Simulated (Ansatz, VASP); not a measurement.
## SiC (Moissanite) in VASP and in Ansatz

```
CELL_PARAMETERS angstrom
3.08100 0.00000 0.00000
-1.54050 2.66822 0.00000
0.00000 0.00000 15.12480
ATOMIC_POSITIONS crystal
Si 0.00000 0.00000 0.99971
Si 0.00000 0.00000 0.49971
Si 0.33333 0.66667 0.16652
Si 0.66667 0.33333 0.66652
Si 0.66667 0.33333 0.33300
Si 0.33333 0.66667 0.83300
C 0.33333 0.66667 0.04150
C 0.66667 0.33333 0.54150
C 0.66667 0.33333 0.20802
C 0.33333 0.66667 0.70802
C 0.00000 0.00000 0.37437
C 0.00000 0.00000 0.87437
```

Alike in both runs: functional PBE; k mesh 10 × 10 × 2; occupations fermi-dirac, width 0.02 eV; no spin polarisation.

Ansatz relaxed the structure, and its values are those at the end. VASP's run is a single point on that final structure, the one shown.

|  | VASP | Ansatz |
| --- | --- | --- |
| version | VASP 6.6.1 | Ansatz 0.2.0 |
| potentials or method | VASP PAW PBE potentials, release 64 (Si, C) | plane-wave PAW, scalar-relativistic |
| plane-wave cutoff (eV) | 520 | 420 |
| valence electrons in the cell | 48 | 48 |

Ansatz gave:

| Property | Result |
| --- | --- |
| gap on the k mesh at the Fermi level (eV) | 2.03 |
| pressure (GPa) | 2.9 |
| rms of the force components (eV/Å) | 0.004 |

Task: Which values does VASP return?

Result: gap on the k mesh at the Fermi level (eV): 2.02; pressure (GPa): 2.8; rms of the force components (eV/Å): 0.004.

Ansatz warned: «stress_scf_threshold_loose».

A k mesh can miss the band edges.
